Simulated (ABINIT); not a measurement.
A run of ABINIT 10.8.3 (patched build) is set up as follows.

Contents of run.abi:

```
# Pseudopotentials
pp_dirpath "./"
pseudos "Te.upf"

# Structure
acell 3*1.0
rprim
     4.3575276773     2.5158197775     3.1954393898
    -4.3575276773     2.5158197775     3.1954393898
     0.0000000000    -5.0316395550     3.1954393898
ntypat 1
znucl 52
natom 1
typat 1
chkprim 0
chksymtnons 0
tolsym 1.0e-6
xred
            1/2            1/2            1/2

# Plane-wave basis
ecut 40.0
ecutsm 0.5

# k points
kptopt 1
ngkpt 7 7 7
nshiftk 1
shiftk 0.0 0.0 0.0

# Exchange and correlation
ixc 7

# Bands and occupations
nband 12
occopt 3
tsmear 0.05 eV

# SCF cycle
nstep 80
tolvrs 1.0e-12

# Output
iomode 3
prteig 0
prtebands 0
prtwf 0
prtden 0

# Relaxation
ionmov 2
optcell 2
ntime 50
tolmxf 2.0e-5
dilatmx 1.08
```

Potentials or basis: PseudoDojo NC SR LDA v0.4.1 standard.

Launch:

```bash
$ abinit run.abi > log 2>&1
```

Q: Estimate the relaxed cell.

A: a = 3.130 Å, b = 3.130 Å, c = 3.130 Å, α = 93.03°, β = 93.03°, γ = 93.03°.

Q: Predict the band gap on the k mesh.

A: None (metal or under the smearing width).

Step by step:
```
step  energy change (eV)  largest force (eV/Å)  pressure (GPa)  volume (Å³)
   1              0.0000                0.0000           -1.35        31.15
   2             -0.0011                0.0000           -1.12        31.02
   3             -0.0035                0.0000            0.12        30.39
   4             -0.0035                0.0000            0.08        30.42
   5             -0.0039                0.0000           -0.16        30.56
   6             -0.0041                0.0000           -0.21        30.61
   7             -0.0042                0.0000           -0.10        30.57
   8             -0.0042                0.0000           -0.01        30.53
   9             -0.0042                0.0000            0.00        30.52
```

Spin-orbit coupling is left out, which matters for the levels of Te.
